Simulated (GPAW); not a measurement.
Set up this calculation in GPAW 26.7.0, as an ASE script.

```
Task                : G0W0 quasiparticle levels
Functional          : PBE
Potentials or basis : GPAW PAW data sets (gpaw-data 1.2.1)
Cutoff              : 600 eV
Basis               : pw
k mesh              : 6 × 6 × 6
Occupations         : fermi-dirac, width 0.001 eV
Spin                : no spin polarisation
Response ecut       : 200 eV
Frequency           : ppa
Extrapolate         : yes
Qp bands            : 2
Integrate gamma     : WS
Maxiter             : 150
Vertex              : none
All k               : no
Response bands      : 273
```

Crystal: BeTe.

```xyz
2
Lattice="0.0000 2.7700 2.7700 2.7700 0.0000 2.7700 2.7700 2.7700 0.0000" Properties=species:S:1:pos:R:3 pbc="T T T"
Te    4.1550    4.1550    4.1550
Be    0.0000    0.0000    0.0000
```

The input as run:

run.py

```python
import json
import numpy as np
from ase import Atoms
from ase.dft.bandgap import bandgap
from ase.io import write
from gpaw import GPAW, PW
from gpaw.response.g0w0 import G0W0

atoms = Atoms(['Te', 'Be'],
              cell=[[0.0, 2.77, 2.77],
                    [2.77, 0.0, 2.77],
                    [2.77, 2.77, 0.0]],
              scaled_positions=[[0.75, 0.75, 0.75],
                                [0.0, 0.0, 0.0]],
              pbc=True)

calc = GPAW(mode=PW(600),
            xc='PBE',
            kpts={'size': (6, 6, 6), 'gamma': True},
            occupations={'name': 'fermi-dirac', 'width': 0.001},
            nbands=11,
            convergence={'density': 1e-06},
            maxiter=150,
            txt='gpaw.txt')
atoms.calc = calc
energy = atoms.get_potential_energy()
calc.write('gs.gpw')
write('result.traj', atoms)
print(f'Energy: {energy:.6f} eV')
print('Fermi level:', round(calc.get_fermi_level(), 4), 'eV')
print(f'Gap: {bandgap(calc)[0]:.4f} eV, direct: {bandgap(calc, direct=True)[0]:.4f} eV')

calc.diagonalize_full_hamiltonian(nbands=277)
calc.write('full.gpw', mode='all')

ibz = calc.get_ibz_k_points()
gap, vbm, cbm = bandgap(calc, output=None)
gap, direct, _ = bandgap(calc, direct=True, output=None)
gamma = int(np.abs(ibz).sum(1).argmin())
kpts = sorted({gamma, vbm[1], cbm[1], direct[1]})
gw = G0W0(calc='full.gpw',
          filename='gw',
          ecut=200,
          ecut_extrapolation=True,
          relbands=(-2, 2),
          kpts=kpts,
          integrate_gamma='WS',
          ppa=True)
gw.calculate()
results = {mode: {key: np.asarray(r[key]).tolist() for key in ['f', 'eps', 'vxc', 'exx', 'sigma', 'Z', 'qp', 'sigma_eskn']}
           for mode, r in gw.all_results.items()}
json.dump({'kpts': ibz[kpts].tolist(), 'results': results}, open('gw.json', 'w'))
for mode, r in results.items():
    f, qp = np.array(r['f']), np.array(r['qp'])
    print(mode, 'quasiparticle energies (eV):')
    print(qp.round(3))
    print(mode, 'gap:', round(qp[f < 0.5].min() - qp[f > 0.5].max(), 4), 'eV')
```

Potentials or basis: GPAW PAW data sets (gpaw-data 1.2.1), pw.

The run is started by

```bash
$ OMP_NUM_THREADS=1 python run.py
```

Results of the run:

The band gap on the k mesh, mean-field level is 1.86 eV, indirect (least direct gap 3.58 eV) and the quasiparticle gap is 2.64 eV. The least direct quasiparticle gap is 4.58 eV.

Caveat: the quasiparticle gap is taken among the few k points that were corrected; the long-wavelength limit can be off by a per cent or two; spin-orbit coupling is left out, which moves the levels of the heavy elements.

It took 45 min on 1 thread of Arm Neoverse V1, with other jobs on the host, peak memory 0.54 GiB.
